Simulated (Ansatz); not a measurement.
Runs of Ansatz 0.2.0 on Au. The structure is cubic, space group Pm-3m (No. 221). Conventional cell: a = 2.748 Å, b = 2.748 Å, c = 2.748 Å, α = 90.00°, β = 90.00°, γ = 90.00°. Au (site symmetry m-3m) is surrounded by 6 Au at 2.75 Å. The cell was built by a generator and needn't be a form met in nature.

| task | level | spin | cell | k mesh | points for each segment of the path | gap on the mesh (eV) | pressure (GPa) |
| --- | --- | --- | --- | --- | --- | --- | --- |
| relaxation of cell and atoms | LDA | off | relaxed | 10 × 10 × 10 | - | none | 0.0 |
| band structure | PBE | off | as given | 10 × 10 × 10 | 14 | none | 0.2 |
| band structure | LDA | SOC, no magnetisation | as given | 7 × 7 × 7 | 14 | none | -11.7 |
| band structure | LDA | off | as given | 10 × 10 × 10 | 14 | none | -10.0 |
| band structure | PBE | SOC, no magnetisation | as given | 7 × 7 × 7 | 14 | none | (a) |

Alike in all rows: potentials or basis Ansatz PAW; cutoff (eV) 420; smearing fermi-dirac 0.05 eV.

**Question.** Estimate the missing entries.

**Answer.** (a) -1.6.

Caveats: the PAW data sets come from PBE, with cores solved anew for the run's functional, which leaves a small shift of forces and pressure (some runs); spin-orbit coupling is left out, which moves the levels of the heavy elements (some runs); the plane-wave basis is chosen anew once the cell has moved, so the energies of steps on either side of that aren't comparable (some runs).

A k mesh can miss the band edges, and rows without SOC leave out spin-orbit coupling on Au.

A gap of «none» marks a metal or a gap under the smearing width.
